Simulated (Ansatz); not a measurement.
We consider α-phase Li3N, described by PBE-D4 (Ansatz, an electronic-structure program, PAW).

Run with plane-wave cutoff 520 eV, 12×12×10 k mesh (along the axes of the cell as run), Fermi–Dirac smearing 0.01 eV, scalar-relativistic PAW data made under PBE.

Results at a series of volumes:

```csv
V (Å³/atom),E − E_lowest (meV/atom),P (GPa)
10.389,3.15,2.409
10.606,0.76,1.146
10.822,0.00,-0.001
11.039,0.72,-1.043
11.255,2.78,-1.991
```

Fit the third-order Birch–Murnaghan equation and give B0 and B′.

V0 = 10.822 Å³/atom, B0 = 54.7 GPa, B′ = 3.8 (fit to the energies at full precision).

Shape and atoms are relaxed at each volume.

Note: the bulk modulus comes from volumes at which shape and atoms were relaxed.

The computed numbers hold no vibrational or temperature effects.

Computing time: around 100 core-seconds (rough).
